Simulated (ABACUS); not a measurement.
Crystal: Er.

```
Er
1.0
    -1.97794    1.97794    1.97794
     1.97794   -1.97794    1.97794
     1.97794    1.97794   -1.97794
Er
1
Direct
  0.00000 0.00000 0.00000
```

This isn't the form of Er at room conditions, which is hcp.

| Item | Value |
| --- | --- |
| Program | ABACUS 3.10.1 |
| Task | single point |
| Functional | PBE |
| Potentials or basis | PseudoDojo NC SR 0.4.1 PBE standard, lanthanides 3+ (f in core) |
| Cutoff | 1361 eV |
| Density cutoff | 5442 eV |
| Basis | DZP LCAO (the cutoffs set its grid) |
| k mesh | 9 × 9 × 9 |
| Occupations | fermi-dirac, width 0.05 eV |
| Spin | collinear spin, ferromagnetic start |
| Starting moments | [1.0] μB |

On this cell: net moment 0.00 μB per cell; band gap on the k mesh none (metal or under the smearing width).

The same run follows on a disturbed copy (cell strained at random at fixed volume):

```xyz
1
Lattice="-2.0115 2.0174 2.0465 1.9654 -1.9478 1.9309 1.9865 1.9229 -1.9770" Properties=species:S:1:pos:R:3 pbc="T T T"
Er   -0.0279   -0.0107   -0.0199
```

Q: What changes?

A: The energy (extrapolated to zero smearing) moves by +4.4 meV/atom; net moment 0.00 μB per cell; band gap on the k mesh none (metal or under the smearing width).

Caveats: the atomic orbitals were generated for these runs and aren't a published set; the magnetic or orbital state may not be the lowest; all typed moments are zero, and the program then starts from 1 μB on every atom; spin-orbit coupling is left out, which moves the levels of the heavy elements; the 4f electrons are frozen in the core as for a trivalent ion, so they carry no moment and show no levels; the basis of atomic orbitals isn't converged, which shifts pressures, moduli and gaps.
